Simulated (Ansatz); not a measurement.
Geometry optimisation in Ansatz: input, command and trajectory.

```yaml
crystal:
  lattice:
    - [3.9901648282, 0.0, 0.0]
    - [-1.9950824141, 3.4555841065, 0.0]
    - [0.0, 0.0, 4.9315547944]
  atoms:
    - { symbol: Si, position: [0.3333333333, 0.6666666667, 0.75] }
    - { symbol: Si, position: [0.6666666667, 0.3333333333, 0.25] }
    - { symbol: Ni, position: [0.0, 0.0, 0.0] }
    - { symbol: Ni, position: [0.0, 0.0, 0.5] }
    - { symbol: Ni, position: [0.3333333333, 0.6666666667, 0.25] }
    - { symbol: Ni, position: [0.6666666667, 0.3333333333, 0.75] }
basis:
  ecutwfc: 420
kpoints:
  mp_grid: { grid: [12, 12, 8] }
hamiltonian:
  xc: pbe
scf:
  occupations: { method: gaussian, width: 0.1 }
output:
  forces: true
  stress: true
  eigenvalues: true
relax:
  adjacent_minimum: "off"
  f_tol: 0.008
  max_steps: 40
  cell: { stress_tol: 0.015, fix: [a, b, gamma] }
```

```bash
ansatz run input.yaml --threads 1 --pin off --max-ram 2560MiB --backend cpu --events-out ev --progress --plain --runs-dir out
```

Theory: Ansatz 0.2.0, DFT PBE, scalar-relativistic, plane waves, PAW.

Of 4 frames 3 are shown, positions in Å and forces in eV/Å; the SCF threshold varies from step to step. Steps run on the plane waves of an earlier cell, with a Pulay correction in the pressure. The basis is chosen afresh for the last frame, the zero of the energies, and at times for earlier ones too; energy and pressure step there, also at an unchanged geometry. Spin polarisation was left out; whether the Ni atoms would carry moments isn't shown by this run.

```xyz
6
Lattice="3.9902 0.0000 0.0000 -1.9951 3.4556 0.0000 0.0000 0.0000 4.9316" Properties=species:S:1:pos:R:3:forces:R:3 pbc="T T T" step=1 free_energy_over_end_meV_per_atom=0.00 pressure_GPa=-5.73
Si    0.0000    2.3037    3.6987    0.0000    0.0000    0.0000
Si    1.9951    1.1519    1.2329    0.0000    0.0000    0.0000
Ni    0.0000    0.0000    0.0000    0.0000    0.0000    0.0000
Ni    0.0000    0.0000    2.4658    0.0000    0.0000    0.0000
Ni    0.0000    2.3037    1.2329    0.0000    0.0000    0.0000
Ni    1.9951    1.1519    3.6987    0.0000    0.0000    0.0000
6
Lattice="3.9902 0.0000 0.0000 -1.9951 3.4556 0.0000 0.0000 0.0000 4.9306" Properties=species:S:1:pos:R:3:forces:R:3 pbc="T T T" step=2 free_energy_over_end_meV_per_atom=0.00 pressure_GPa=-5.69
Si    0.0000    2.3037    3.6979    0.0000    0.0000    0.0000
Si    1.9951    1.1519    1.2326    0.0000    0.0000    0.0000
Ni    0.0000    0.0000    0.0000    0.0000    0.0000    0.0000
Ni    0.0000    0.0000    2.4653    0.0000    0.0000    0.0000
Ni    0.0000    2.3037    1.2326    0.0000    0.0000    0.0000
Ni    1.9951    1.1519    3.6979    0.0000    0.0000    0.0000
6
Lattice="3.9902 0.0000 0.0000 -1.9951 3.4556 0.0000 0.0000 0.0000 4.9295" Properties=species:S:1:pos:R:3:forces:R:3 pbc="T T T" step=4 free_energy_over_end_meV_per_atom=0.00 pressure_GPa=-5.65
Si    0.0000    2.3037    3.6971    0.0000    0.0000    0.0000
Si    1.9951    1.1519    1.2324    0.0000    0.0000    0.0000
Ni    0.0000    0.0000    0.0000    0.0000    0.0000    0.0000
Ni    0.0000    0.0000    2.4648    0.0000    0.0000    0.0000
Ni    0.0000    2.3037    1.2324    0.0000    0.0000    0.0000
Ni    1.9951    1.1519    3.6971    0.0000    0.0000    0.0000
```

It took 94 s on 1 thread of Intel(R) Xeon(R) Platinum 8259CL CPU @ 2.50GHz (Skylake/Cascade Lake) (shared host), peak memory 0.57 GiB.